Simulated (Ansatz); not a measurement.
Input of an Ansatz 0.2.0 run:

Contents of input.yaml:

```yaml
crystal:
  lattice:
    - [-1.44279332, 1.44279332, 1.37608145]
    - [1.44279332, -1.44279332, 1.37608145]
    - [1.44279332, 1.44279332, -1.37608145]
  atoms:
    - { symbol: Cu, position: [0.0, 0.0, 0.0] }
kpoints:
  mp_grid: { grid: [5, 5, 5] }
scf:
  occupations: { method: fermi_dirac, width: 0.04 }
hamiltonian:
  xc: pbe
  pseudopotentials: { kind: all_electron, lapw: { basis_error: 0.003 } }
output:
  forces: true
  stress: true
  eigenvalues: true
```

Potentials or basis: all-electron LAPW, scalar-relativistic.

Run with:

```console
$ ansatz run input.yaml --threads 1 --pin off --max-ram 2560MiB --backend cpu --events-out ev --progress --plain --runs-dir out
```

(1) What does it give for the pressure?

(2) What does it give for the band gap on the k mesh?

## Answers

(1) 7.2 GPa.

(2) none (metal or under the smearing width).

Caveat: the k mesh is coarse (spacing up to 0.63 Å⁻¹), so the values aren't converged.
